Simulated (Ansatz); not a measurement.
# Si8HC: the cost of one run

Method: DFT PBE, scalar-relativistic, plane waves, PAW, in Ansatz 0.2.0.

5 further runs of the same task are left out: 2 that didn't finish, 3 set aside as unsound or not needed.

**1. The starting structure**

It takes space group P6_3/mmc (No. 194, hexagonal). Conventional cell: a = 3.851 Å, b = 3.851 Å, c = 6.365 Å, α = 90.00°, β = 90.00°, γ = 120.00°. Around Si (site symmetry 3m) lie 4 Si at 2.36 to 2.38 Å.

Structure file:

```xyz
4
Lattice="3.8513 0.0000 0.0000 -1.9256 3.3353 0.0000 0.0000 0.0000 6.3650" Properties=species:S:1:pos:R:3 pbc="T T T"
Si    0.0000    2.2235    0.4006
Si    1.9256    1.1118    3.5831
Si    0.0000    2.2235    2.7820
Si    1.9256    1.1118    5.9645
```

It goes back to an entry of the Materials Project, which need not be the stable form.

This cell was relaxed beforehand with the same method: volume 20.44 Å³/atom, gap on the mesh 0.45 eV.

**4. Setting up the map**

Atoms count from 1 in the order of the input.

CH is moved over the surface cell; relaxed at each place: the height of the adsorbate's atoms; substrate rigid; the origin of the map has the adsorbate above Si8.

First coordinate, position of C9 along the first surface vector, from above Si8: 6 values from 0.000 to 0.833, periodic. Second coordinate, position of C9 along the second surface vector, from above Si8: 6 values from 0.000 to 0.833, periodic.

Relaxed at each point: the height of the adsorbate's atoms; substrate rigid. Points are written as (first, second).

The two vectors of the plane (Å): (3.851, 0.000, 0.000); (-1.926, 3.335, 0.000).

(The set-up runs are not shown.)

**5. Point (0/6, 0/6) of the map's two axes**

The input, input.yaml:

```yaml
crystal:
  lattice:
    - [3.8512806327, 0.0, 0.0]
    - [-1.9256403163, 3.335306865, 0.0]
    - [0.0, 0.0, 26.84677313]
  atoms:
    - { symbol: Si, position: [0.6666666667, 0.3333333333, 0.1489936977] }
    - { symbol: Si, position: [0.3333333333, 0.6666666667, 0.1788339219] }
    - { symbol: Si, position: [0.3333333333, 0.6666666667, 0.2675372317] }
    - { symbol: Si, position: [0.6666666667, 0.3333333333, 0.2973774559] }
    - { symbol: Si, position: [0.6666666667, 0.3333333333, 0.3858915985] }
    - { symbol: Si, position: [0.3333333333, 0.6666666667, 0.4151488273] }
    - { symbol: Si, position: [0.3333333333, 0.6666666667, 0.5054937809] }
    - { symbol: Si, position: [0.6666666667, 0.3333333333, 0.5306698522] }
    - { symbol: C, position: [0.6666666667, 0.3333333333, 0.6006968902], spin: 1.0 }
    - { symbol: H, position: [0.6666666667, 0.3333333333, 0.641670157] }
basis:
  ecutwfc: 420
kpoints:
  mp_grid: { grid: [9, 9, 1] }
hamiltonian:
  xc: pbe
scf:
  occupations: { method: gaussian, width: 0.05 }
output:
  forces: true
  eigenvalues: true
  populations: true
magnetization:
  spin_polarized: true
relax:
  adjacent_minimum: "off"
  f_tol: 0.025
  max_steps: 16
  constraints: [{ sites: [0, 1, 2, 3, 4, 5, 6, 7] }, { sites: [8, 9], fix: xy }]
efield:
  axis: 3
  dipole_correction: true
  ramp_width: 0.04
```

Command:

```console
ansatz run input.yaml --threads 1 --pin off --max-ram 3072MiB --backend cpu --events-out ev --progress --plain --runs-dir out
```

What time and memory should one allow on 1 thread of Arm Neoverse V1, shared host?

About 3 min, with a peak of 0.62 GiB.
